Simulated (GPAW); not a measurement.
Crystal: SnTe.

```
Te Sn
1.0
     0.00000    3.15085    3.15085
     3.15085    0.00000    3.15085
     3.15085    3.15085    0.00000
Te Sn
1 1
Direct
  0.50000 0.50000 0.50000
  0.00000 0.00000 0.00000
```

| Property | Result |
| --- | --- |
| Program | GPAW 26.7.0 |
| Task | relaxation of cell and atoms |
| Functional | RPBE |
| Potentials or basis | the program's PAW data sets (release 1.2.1) made for this functional |
| Cutoff | 600 eV |
| Basis | pw |
| k mesh | 7 × 7 × 7 |
| Occupations | fermi-dirac, width 0.05 eV |
| Spin | no spin polarisation |

At the start: pressure 3.4 GPa; volume 31.28 Å³/atom.

**Question.** How do energy, volume and symmetry change on relaxing?

**Answer.** Over 5 steps the energy falls by 25.4 meV/atom and the volume is 33.91 Å³/atom (+8.4 %); space group Fm-3m (No. 225, to 0.05 Å).

Step by step:
```
step  energy change (eV)  largest force (eV/Å)  pressure (GPa)  volume (Å³)
   1              0.0000                0.0000            3.39        62.56
   2             -0.0123                0.0000            2.90        63.19
   3             -0.0305                0.0000            2.03        64.36
   4             -0.0456                0.0000            0.99        65.97
   5             -0.0509                0.0000           -0.07        67.82
```

Final structure:
```
Te Sn
1.0
     0.00000    3.23671    3.23671
     3.23671    0.00000    3.23671
     3.23671    3.23671    0.00000
Te Sn
1 1
Direct
  0.50000 0.50000 0.50000
  0.00000 0.00000 0.00000
```

Caveat: later steps reuse the first step's grids.
